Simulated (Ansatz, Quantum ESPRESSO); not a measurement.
Given: the input of a run of Quantum ESPRESSO 7.5 on MnO2. Measurements of this composition are mostly on another form, of space group No. 136.

The input pw.in:

```
&CONTROL
  calculation = 'scf'
  prefix = 'pwscf'
  outdir = './tmp'
  pseudo_dir = './pseudo'
  tprnfor = .true.
  tstress = .true.
  disk_io = 'low'
/
&SYSTEM
  ibrav = 0
  celldm(1) = 8
  nat = 3
  ntyp = 2
  ecutwfc = 45
  ecutrho = 360
  nbnd = 24
  occupations = 'smearing'
  smearing = 'fd'
  degauss = 0.00367493
  nspin = 2
  starting_magnetization(1) = 0.2667
  starting_magnetization(2) = 0
/
&ELECTRONS
  conv_thr = 6d-10
  electron_maxstep = 120
  mixing_beta = 0.3
/
ATOMIC_SPECIES
Mn    54.9380 mn_pbesol_v1.5.uspp.F.UPF
O     15.9990 o_pbesol_v1.2.uspp.F.UPF
CELL_PARAMETERS alat
  0.3374188291675   0.1948088518383   1.0827968949612
 -0.3374188291675   0.1948088518383   1.0827968949612
  0.0000000000000  -0.3896177037002   1.0827968949612
ATOMIC_POSITIONS crystal
Mn     0.0000000000    0.0000000000    0.0000000000
O      0.7356355100    0.7356355100    0.7356355100
O      0.2643644900    0.2643644900    0.2643644900
K_POINTS automatic
11 11 11 0 0 0
```

The input pp_density.in:

```
&INPUTPP
  prefix = 'pwscf'
  outdir = './tmp'
  filplot = 'density.dat'
  plot_num = 0
/
&PLOT
  nfile = 1
  filepp(1) = 'density.dat'
  iflag = 3
  output_format = 6
  fileout = 'density.cube'
/
```

pp_potential.in

```
&INPUTPP
  prefix = 'pwscf'
  outdir = './tmp'
  filplot = 'potential.dat'
  plot_num = 11
/
&PLOT
  nfile = 1
  filepp(1) = 'potential.dat'
  iflag = 3
  output_format = 6
  fileout = 'potential.cube'
/
```

pp_spin.in

```
&INPUTPP
  prefix = 'pwscf'
  outdir = './tmp'
  filplot = 'spin.dat'
  plot_num = 6
/
&PLOT
  nfile = 1
  filepp(1) = 'spin.dat'
  iflag = 3
  output_format = 6
  fileout = 'spin.cube'
/
```

Potentials or basis: GBRV 1.5 PBEsol.

The run is started by

```sh
$ OMP_NUM_THREADS=1 mpirun -n 2 pw.x -nk 2 -in pw.in > pw.out
$ OMP_NUM_THREADS=1 mpirun -n 1 pp.x -in pp_density.in > pp_density.out
$ OMP_NUM_THREADS=1 mpirun -n 1 pp.x -in pp_potential.in > pp_potential.out
$ OMP_NUM_THREADS=1 mpirun -n 1 pp.x -in pp_spin.in > pp_spin.out
```

Translate it to Ansatz 0.2.0. Potentials or basis there: all-electron LAPW, scalar-relativistic.

As run (cutoffs and basis follow the program's own potentials, and thresholds, step limits or extra output files can differ):

input.yaml

```yaml
crystal:
  lattice:
    - [1.4284348394, 0.824707239, 4.5839315268]
    - [-1.4284348394, 0.824707239, 4.5839315268]
    - [0.0, -1.6494144781, 4.5839315268]
  atoms:
    - { symbol: Mn, position: [0.0, 0.0, 0.0], spin: 4.0 }
    - { symbol: O, position: [0.73563551, 0.73563551, 0.73563551] }
    - { symbol: O, position: [0.26436449, 0.26436449, 0.26436449] }
kpoints:
  mp_grid: { grid: [11, 11, 11] }
scf:
  occupations: { method: fermi_dirac, width: 0.05 }
hamiltonian:
  xc: pbesol
  pseudopotentials: { kind: all_electron, lapw: { basis_error: 0.001 } }
magnetization:
  spin_polarized: true
output:
  forces: true
  stress: true
  eigenvalues: true
  populations: true
```

Potentials or basis: all-electron LAPW, scalar-relativistic.

Launch:

```sh
$ ansatz run input.yaml --threads 4 --pin off --max-ram 12288MiB --backend cpu --events-out ev --progress --plain --runs-dir out
```

Both were run:

|  | Quantum ESPRESSO | Ansatz |
| --- | --- | --- |
| Pressure | -1.5 GPa | -2.0 GPa |
| Net moment | 3.00 μB per cell | 3.00 μB per cell |
| Absolute moment | 3.05 μB per cell | 3.04 μB per cell |

Where Ansatz's input types no cutoff or centring, it takes its own default and a Γ-centred mesh.

The magnetic state is the one that the start led to; the real crystal's order can differ.

Pressure is positive in compression.
